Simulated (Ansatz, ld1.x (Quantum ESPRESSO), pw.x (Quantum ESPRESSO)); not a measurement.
**Equation-of-state test of one ultrasoft potential (gallium)**

| Property | Result |
| --- | --- |
| Element | gallium (Ga) |
| Generator | ld1.x (Quantum ESPRESSO) 7.5 |
| Type | ultrasoft |
| Functional | PBEsol |
| Relativity | scalar-relativistic |
| Frozen core | [Ar] 3d10 |
| Valence charge | 3 |
| Reference configuration | 4s2 4p1 |
| Partial waves | 4s (bound): rcut 1.40, rcutus 1.75 bohr; 4s channel at -0.35 Ry: rcut 1.40, rcutus 1.75 bohr; 4p (bound): rcut 2.50, rcutus 3.05 bohr; 4p channel at 3.65 Ry: rcut 2.50, rcutus 3.05 bohr; 4d channel at 0.35 Ry: rcut 2.05, rcutus 2.40 bohr; 4d channel at 2.4 Ry: rcut 2.05, rcutus 2.40 bohr |
| Local potential | all-electron potential smoothed inside 1.60 bohr (lloc = -2) |
| Core correction | Bessel-smoothed model core, default radius (core density twice the valence density) |
| Augmentation charge | PSQ, radius 1.50 bohr |

Atomic tests: cutoffs needed: 10 Ry and 15 Ry (the cutoffs (Ry, on a coarse ladder) from which the occupation-weighted sum of valence levels, in a spherical-Bessel basis at the reference potential, stays within 10 and 1 mRy of its value at 400 Ry); ghost test: no extra level below or beside the all-electron valence levels (s, p, d, f tested) (spherical-Bessel basis up to 400 Ry, 20 bohr box); largest excitation error: -208 meV (all-electron minus pseudo) for 4s1 4p0, out of 7 test configurations.

Crystal test: fcc Ga in pw.x 7.5, no spin, 14³ k-points, Fermi–Dirac smearing 0.01 Ry, cutoffs 40/320 Ry. The reference is all-electron LAPW (Ansatz 0.2.0) with the same functional, mesh and smearing; V0 and B0 come from Birch–Murnaghan fits to the pressures at five volumes. Errors are pseudo minus all-electron; Δ is the rms difference of the E(V) curves that follow from these fits, minima aligned, over ±6 % about the mean V0. Mesh and smearing are coarse, so the numbers serve the comparison and aren't converged zero-temperature values; the lattice is a test structure that the element need not adopt.

All-electron: a0 = 4.140 Å (V0 = 17.74 Å³/atom), B0 = 60.2 GPa.

Task: How far does the potential miss the all-electron equation of state?

Result: mean pressure error (GPa): -1.18; a0 (Å): 4.114; a0 error (%): -0.63; B0 error (%): +9.0; Δ (meV/atom): 4.5. The largest radius (3.05 bohr) exceeds half the bond length (2.76 bohr), so the spheres overlap, which is one possible source of error among others. This is a poor potential for the solid. The logarithmic derivative shows an extra or strongly shifted pseudo pole above the reference energy (d near 1.43 Ry).

| V (Å³/atom) | P all-electron (GPa) | P pseudo (GPa) |
| --- | --- | --- |
| 16.831 | 3.59 | 2.39 |
| 17.274 | 1.70 | 0.50 |
| 17.717 | 0.07 | -1.12 |
| 18.160 | -1.33 | -2.50 |
| 18.603 | -2.55 | -3.69 |

Task: At the middle volume, how do free energy and pressure move when the wave cutoff is lowered (ecutrho held at 320 Ry)?

Result:

```
cutoff (Ry)  shift of F (meV/atom)  shift of P (GPa)
         18                  +11.1             +0.00
         24                   +1.9             -0.08
         32                   +0.3             +0.01
```

The run at the middle volume (104 k-points, 5 iterations) took about 4.7 s on one core of a shared host (Neoverse-V2, 96 threads, 742 GiB, load 34).
